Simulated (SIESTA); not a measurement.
# AlN under changes of volume

One of the cells (8.590 Å³/atom); the others are scaled copies at fixed shape and fractional positions:

```xyz
2
Lattice="0.0000 2.0480 2.0480 2.0480 0.0000 2.0480 2.0480 2.0480 0.0000" Properties=species:S:1:pos:R:3 pbc="T T T"
Al    2.0480    2.0480    2.0480
N     0.0000    0.0000    0.0000
```

Measurements of this composition are mostly on another form, of space group No. 186.

| Item | Value |
| --- | --- |
| Program | SIESTA 5.4.2 |
| Functional | PBE |
| Potentials or basis | PseudoDojo 0.4 standard (PBE files) |
| Basis | DZP (energy shift 0.002 Ry; radii capped at 9.5 bohr) |
| Grid cutoff | 800 Ry |
| Energy shift | 0.002 Ry |
| k mesh | 11 × 11 × 11 |
| Occupations | fermi-dirac, width 0.05 eV |
| Spin | no spin polarisation |

```csv
volume (Å³/atom),energy over the lowest point (meV/atom),pressure (GPa),gap on the mesh (eV)
7.916,?,?,?
8.085,17.68,14.0,4.83
8.253,6.11,8.1,4.65
8.590,0.00,-2.0,4.30
8.758,4.48,-6.4,4.13
8.927,13.40,-10.5,3.97
```

What does the run at 7.916 Å³/atom give?

Energy over the lowest point 35.62 meV/atom; pressure 20.3 GPa; gap on the mesh 5.01 eV.

Worked out: A Birch-Murnaghan fit of order 3 (a polynomial in V^(-2/3)) to the other rows has its minimum at 8.52 Å³/atom with B0 = V·E''(V) = 243 GPa and B' = 3.8. It gives 35.83 meV/atom at 7.916 Å³/atom, against the run's 35.62, and -dE/dV = 20.5 GPa, against 20.3. A straight line through the other rows of the gap, of slope -8.7 eV per unit of ln V, extrapolates to 5.01 eV, against the run's 5.01.

Energies are extrapolated to zero smearing.

Caveats: an odd mesh through Γ misses points on the zone boundary, where band edges often lie; the basis of atomic orbitals isn't converged, which shifts pressures, moduli and gaps.
